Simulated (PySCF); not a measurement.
Molecule: N,N-Dimethylacetamide (O=C(C)N(C)C, C4H9NO).

Numbering as in the mapped SMILES `[CH3:1][C:2](=[O:3])[N:4]([CH3:5])[CH3:6]` (H(Xn): hydrogen on atom n).

Geometry PBE0-D3(BJ)/def2-SVP throughout; GIAO in PySCF 2.14, gas phase, one conformer, non-relativistic; equivalent atoms averaged; functional PBE0.

For orientation, 6-31G gives these absolute shieldings σ: C2 40.7, C5 163.4, C6 168.6, C1 177.1, O3 -86.5, N4 163.8, H(C6) 29.63, H(C5) 29.69, H(C1) 30.58 ppm.

A run gave: C2 17.5, C5 149.8, C6 154.7, C1 164.1, O3 -85.6, N4 146.9, H(C6) 28.59, H(C5) 28.61, H(C1) 29.56 ppm (absolute shieldings σ).

Which basis set was used in that run?
A. def2-TZVP
B. cc-pVTZ
C. pcSseg-0
D. aug-cc-pVDZ

Answers

A. H(C6) tells them apart best: def2-TZVP gives 28.59, aug-cc-pVDZ gives 28.37, pcSseg-0 gives 29.88, cc-pVTZ gives 28.40 ppm.
